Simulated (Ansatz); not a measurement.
# Sn: the cost of one run

Program: Ansatz 0.2.0. Level of theory: DFT PBE, scalar-relativistic. These are calculated values, not measurements.

## 1. The system as given

Symmetry: I4/mmm, No. 139, tetragonal system. Conventional cell: a = 3.182 Å, b = 3.182 Å, c = 5.831 Å, α = 90.00°, β = 90.00°, γ = 90.00°. Around Sn (site symmetry 4/mmm) lie 4 Sn at 3.18 Å.

Structure file:

```cif
data_structure
_symmetry_space_group_name_H-M 'P 1'
_symmetry_Int_Tables_number 1
_cell_length_a 3.6827
_cell_length_b 3.6827
_cell_length_c 3.6827
_cell_angle_alpha 128.816
_cell_angle_beta 128.816
_cell_angle_gamma 75.306
_cell_volume 29.51
loop_
_atom_site_label
_atom_site_type_symbol
_atom_site_fract_x
_atom_site_fract_y
_atom_site_fract_z
_atom_site_occupancy
Sn1 Sn 0.00000 0.00000 0.00000 1
```

The structure is an experimental refinement, used without relaxation.

## 2. Volume × 0.94, LAPW

The input, input.yaml:

```yaml
crystal:
  lattice:
    - [-1.5582766024, 1.5582766024, 2.8561302379]
    - [1.5582766024, -1.5582766024, 2.8561302379]
    - [1.5582766024, 1.5582766024, -2.8561302379]
  atoms:
    - { symbol: Sn, position: [0.0, 0.0, 0.0] }
kpoints:
  mp_grid: { grid: [18, 18, 18] }
  band_path:
    path:
      - [0.0, 0.0, 0.0]
      - [0.0, 0.0, 0.5]
      - [0.25, 0.25, 0.25]
      - [0.0, 0.5, 0.0]
      - [0.0, 0.0, 0.0]
      - [0.5, 0.5, -0.5]
      - [0.3244171603, 0.6755828397, -0.3244171603]
      - [-0.3244171603, 0.3244171603, 0.3244171603]
      - [0.0, 0.0, 0.0]
    npoints: 5
scf:
  occupations: { method: fermi_dirac, width: 0.03 }
hamiltonian:
  xc: pbe
  pseudopotentials: { kind: all_electron, lapw: { basis_error: 0.001 } }
output:
  forces: true
  stress: true
  eigenvalues: true
```

Command:

```bash
$ ansatz run input.yaml --threads 1 --pin off --max-ram 3072MiB --backend cpu --events-out ev --progress --plain --runs-dir out
```

**Question.** How long does this run take on 1 thread of Intel Xeon 6975P-C (Granite Rapids), shared host, and how much memory does it need?

About 17 s, with a peak of 0.53 GiB.
